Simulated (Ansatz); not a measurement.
# Al: a strain scan

This session takes Al and sets out to see how energy and stress answer to the strain pattern (1, -1, 0, 0, 0, 0).

Program: Ansatz 0.2.0. Level of theory: DFT PBEsol, scalar-relativistic, plane waves, PAW. These are calculated values, not measurements.

1 further run of the same task is left out (set aside as unsound or not needed). Runs told in other sessions of the task aren't counted.

## 1. Starting point

The structure is cubic, space group Im-3m (No. 229). Conventional cell: a = 3.213 Å, b = 3.213 Å, c = 3.213 Å, α = 90.00°, β = 90.00°, γ = 90.00°. Around Al (site symmetry m-3m) lie 8 Al at 2.78 Å.

Structure file:

```
Al
1.0
    -1.60644    1.60644    1.60644
     1.60644   -1.60644    1.60644
     1.60644    1.60644   -1.60644
Al
1
Direct
  0.00000 0.00000 0.00000
```

It goes back to an entry of the Materials Project, which need not be the stable form.

This cell was relaxed beforehand with the same method: volume 16.58 Å³/atom, gap on the mesh none (metal).

## 2. Zero of energy

The reference gives a free energy of -524.4529 eV, pressure -0.08 GPa, largest force 0.000 eV/Å and gap on the mesh none (metal). It was computed beforehand with the settings of the runs below.

## 3. Next: a strain scan

The cell is strained by ε times the Voigt pattern (1, -1, 0, 0, 0, 0) (xx, yy, zz, yz, xz, xy; engineering shear), with fractional coordinates fixed (clamped ions). The stress on the pattern is the sum of the stress components weighted by it, tension positive.

## 4. ε = -0.0600

File input.yaml:

```yaml
crystal:
  lattice:
    - [-1.5100526637, 1.7028253441, 1.6064390039]
    - [1.5100526637, -1.7028253441, 1.6064390039]
    - [1.5100526637, 1.7028253441, -1.6064390039]
  atoms:
    - { symbol: Al, position: [0.0, 0.0, 0.0] }
basis:
  ecutwfc: 420
kpoints:
  mp_grid: { grid: [26, 26, 26] }
hamiltonian:
  xc: pbesol
scf:
  occupations: { method: gaussian, width: 0.15 }
output:
  forces: true
  stress: true
  eigenvalues: true
```

Run with:

```sh
$ ansatz run input.yaml --threads 1 --pin off --max-ram 2560MiB --backend cpu --events-out ev --progress --plain --runs-dir out
```

## 5. Point ε = 0.0450

input.yaml: that of step 4 with these lines changed.

```diff
@@ -2,5 +2,5 @@
   lattice:
-    - [-1.5100526637, 1.7028253441, 1.6064390039]
-    - [1.5100526637, -1.7028253441, 1.6064390039]
-    - [1.5100526637, 1.7028253441, -1.6064390039]
+    - [-1.6787287591, 1.5341492487, 1.6064390039]
+    - [1.6787287591, -1.5341492487, 1.6064390039]
+    - [1.6787287591, 1.5341492487, -1.6064390039]
   atoms:
```

## 6. Point ε = -0.0300

input.yaml: that of step 5 with these lines changed.

```diff
@@ -2,5 +2,5 @@
   lattice:
-    - [-1.6787287591, 1.5341492487, 1.6064390039]
-    - [1.6787287591, -1.5341492487, 1.6064390039]
-    - [1.6787287591, 1.5341492487, -1.6064390039]
+    - [-1.5582458338, 1.654632174, 1.6064390039]
+    - [1.5582458338, -1.654632174, 1.6064390039]
+    - [1.5582458338, 1.654632174, -1.6064390039]
   atoms:
```

## 7. At ε = 0.0150

input.yaml: that of step 6 with these lines changed.

```diff
@@ -2,5 +2,5 @@
   lattice:
-    - [-1.5582458338, 1.654632174, 1.6064390039]
-    - [1.5582458338, -1.654632174, 1.6064390039]
-    - [1.5582458338, 1.654632174, -1.6064390039]
+    - [-1.630535589, 1.5823424188, 1.6064390039]
+    - [1.630535589, -1.5823424188, 1.6064390039]
+    - [1.630535589, 1.5823424188, -1.6064390039]
   atoms:
```

## 8. At ε = 0.0525

input.yaml: that of step 7 with these lines changed.

```diff
@@ -2,5 +2,5 @@
   lattice:
-    - [-1.630535589, 1.5823424188, 1.6064390039]
-    - [1.630535589, -1.5823424188, 1.6064390039]
-    - [1.630535589, 1.5823424188, -1.6064390039]
+    - [-1.6907770516, 1.5221009562, 1.6064390039]
+    - [1.6907770516, -1.5221009562, 1.6064390039]
+    - [1.6907770516, 1.5221009562, -1.6064390039]
   atoms:
```

## 9. ε = 0.0375

input.yaml: that of step 8 with these lines changed.

```diff
@@ -2,5 +2,5 @@
   lattice:
-    - [-1.6907770516, 1.5221009562, 1.6064390039]
-    - [1.6907770516, -1.5221009562, 1.6064390039]
-    - [1.6907770516, 1.5221009562, -1.6064390039]
+    - [-1.6666804665, 1.5461975413, 1.6064390039]
+    - [1.6666804665, -1.5461975413, 1.6064390039]
+    - [1.6666804665, 1.5461975413, -1.6064390039]
   atoms:
```

## 10. ε = 0.0225

input.yaml: that of step 9 with these lines changed.

```diff
@@ -2,5 +2,5 @@
   lattice:
-    - [-1.6666804665, 1.5461975413, 1.6064390039]
-    - [1.6666804665, -1.5461975413, 1.6064390039]
-    - [1.6666804665, 1.5461975413, -1.6064390039]
+    - [-1.6425838815, 1.5702941263, 1.6064390039]
+    - [1.6425838815, -1.5702941263, 1.6064390039]
+    - [1.6425838815, 1.5702941263, -1.6064390039]
   atoms:
```

## 11. At ε = 0.0075

input.yaml: that of step 10 with these lines changed.

```diff
@@ -2,5 +2,5 @@
   lattice:
-    - [-1.6425838815, 1.5702941263, 1.6064390039]
-    - [1.6425838815, -1.5702941263, 1.6064390039]
-    - [1.6425838815, 1.5702941263, -1.6064390039]
+    - [-1.6184872964, 1.5943907114, 1.6064390039]
+    - [1.6184872964, -1.5943907114, 1.6064390039]
+    - [1.6184872964, 1.5943907114, -1.6064390039]
   atoms:
```

(Steps that only read results are left out.)

Q: Predict the outcome of this session. Wanted: slope of the stress at ε = 0, from the points at -0.0300, 0 and 0.0075.

The runs gave:

```
                                                              quantity    value
slope of the stress at ε = 0, from the points at -0.0300, 0 and 0.0075  -62 GPa
```

From the stress slope, C11 + C22 − 2 C12 is about -62 GPa with the ions clamped; a negative value means that the cell is unstable against this strain. The step is wide, so higher orders mix in. The undisturbed cell is not the lowest point: the energy is 12.5 meV/atom lower at ε = -0.0600.
